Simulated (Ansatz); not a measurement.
Fe:

```
CELL_PARAMETERS angstrom
0.00000 1.94174 1.96511
1.49844 0.00000 1.96511
1.49844 1.94174 0.00000
ATOMIC_POSITIONS crystal
Fe 0.00000 0.00000 0.00000
```

Alike in all runs: program Ansatz 0.2.0; functional PBE; potentials or basis Ansatz PAW; cutoff 420 eV (not typed: the program's choice for these potentials); k mesh 11 × 11 × 11; occupations fermi-dirac, width 0.05 eV.

Task: Only the start or the spin constraint differs. Which run ends lowest in energy?
A. collinear spin, ferromagnetic start of up to 3 μB; fixed moment 3
B. collinear spin, ferromagnetic start of up to 1.5 μB; fixed moment 1.5
C. collinear spin, ferromagnetic start of up to 0.8 μB; fixed moment 0.8
D. collinear spin, ferromagnetic start of up to 3.8 μB; fixed moment 3.8
E. collinear spin, ferromagnetic start of up to 2.2 μB; fixed moment 2.2
F. collinear spin, program default start; fixed moment 0

Result: E.

```csv
start,free energy over the lowest (meV/atom),net moment (μB),site or absolute moments (μB),gap
"collinear spin, ferromagnetic start of up to 6 μB; fixed moment 6",11815.2,6.00,Fe +4.98,-
"collinear spin, ferromagnetic start of up to 0.8 μB; fixed moment 0.8",325.1,0.80,Fe +0.84,-
"collinear spin, program default start; fixed moment 0",456.8,0.00,-,-
"collinear spin, ferromagnetic start of up to 4.5 μB; fixed moment 4.5",4135.7,4.50,Fe +3.99,-
"collinear spin, ferromagnetic start of up to 1.5 μB; fixed moment 1.5",127.6,1.50,Fe +1.56,-
"collinear spin, ferromagnetic start of up to 3 μB; fixed moment 3",287.5,3.00,Fe +2.95,-
"collinear spin, ferromagnetic start of up to 2.2 μB; fixed moment 2.2",0.0,2.20,Fe +2.25,-
"collinear spin, ferromagnetic start of up to 3.8 μB; fixed moment 3.8",1634.2,3.80,Fe +3.51,-
```

All polarised runs hold their moment fixed, so the table maps the energy against it. A still lower state may exist.

Caveats: the total moment is fixed, so each spin has its own Fermi level.
